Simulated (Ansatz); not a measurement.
## How far is this BeS from the hull?

The calculation used Ansatz 0.2.0, DFT PBE, scalar-relativistic, plane waves, PAW. All cells share a 420 eV cutoff and Γ-centred k meshes spaced at most about 0.3 Å⁻¹ (2π included). No spin polarisation.

The zero of energy is the elements' standard structures at the same level; no fitted shifts are applied.

Temperature and zero-point effects are left out. The reference form of S is held partly by dispersion forces, which this level lacks.

The competitors are the elements and 1 reference phase of this chemical system (from databases or known types: BeS), relaxed at the same level; other known phases may be missing.

The candidate was reached from: random cell.

```cif
data_structure
_symmetry_space_group_name_H-M 'I4_1md'
_symmetry_Int_Tables_number 109
_cell_length_a 3.5504
_cell_length_b 3.5504
_cell_length_c 11.9030
_cell_angle_alpha 90.000
_cell_angle_beta 90.000
_cell_angle_gamma 90.000
_cell_volume 150.04
loop_
_atom_site_label
_atom_site_type_symbol
_atom_site_symmetry_multiplicity
_atom_site_Wyckoff_symbol
_atom_site_fract_x
_atom_site_fract_y
_atom_site_fract_z
_atom_site_occupancy
Be1 Be 4 a 0.50000 0.50000 0.19546 1
S1 S 4 a 0.00000 0.00000 0.86508 1
```

Problem. Is it stable, and against what?

Solution. Not the lowest form: another structure of the same formula lies lower. Its formation energy is -0.726 eV/atom. The lowest competing phase at this composition is this:

```csv
phase,space group,source,share of atoms,ΔE_f (eV/atom)
BeS,F-43m (No. 216),COD,1.0000,-1.070
```

The candidate lies 0.34 eV/atom above this phase. The candidate matches no cell in the subsets of the Crystallography Open Database and the Materials Project at hand. A phase this far over the hull is unlikely to be made.
